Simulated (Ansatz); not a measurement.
The system is Zn.

```
Zn
1.0
     0.00000    1.96478    1.96478
     1.96478    0.00000    1.96478
     1.96478    1.96478    0.00000
Zn
1
Direct
  0.00000 0.00000 0.00000
```

This isn't the form of Zn at room conditions, which is hcp.

| Property | Result |
| --- | --- |
| Program | Ansatz 0.2.0 |
| Task | relaxation of cell and atoms |
| Functional | PBEsol |
| Potentials or basis | Ansatz PAW |
| Cutoff | 420 eV (not typed: the program's choice for these potentials) |
| k mesh | 12 × 12 × 12 |
| Occupations | fermi-dirac, width 0.05 eV |
| Spin | no spin polarisation |

At the start: volume 15.17 Å³/atom.

Question: How do energy, volume and symmetry change on relaxing?

Answer: It ends after 7 steps and the volume is 14.10 Å³/atom (-7.1 %); space group Fm-3m (No. 225, to 0.05 Å).

Step by step:
| step | energy change (eV) | largest force (eV/Å) | volume (Å³) |
| --- | --- | --- | --- |
| 1 | 0.0000 | 0.0000 | 15.17 |
| 2 | -0.0177 | 0.0000 | 14.39 |
| 3 | -0.0193 | 0.0000 | 14.06 |
| 4 | -0.0193 | 0.0000 | 14.11 |
| 5 | -0.0187 | 0.0000 | 14.11 |
| 6 | -0.0187 | 0.0000 | 14.10 |
| 7 | -0.0187 | 0.0000 | 14.10 |

Final structure:
```
Zn
1.0
     0.00000    1.91744    1.91744
     1.91744    0.00000    1.91744
     1.91744    1.91744    0.00000
Zn
1
Direct
  0.00000 0.00000 0.00000
```

Caveat: the plane-wave basis is chosen anew once the cell has moved, so the energies of steps on either side of that aren't comparable; the PAW data sets come from PBE, with cores solved anew for the run's functional, which leaves a small shift of forces and pressure.
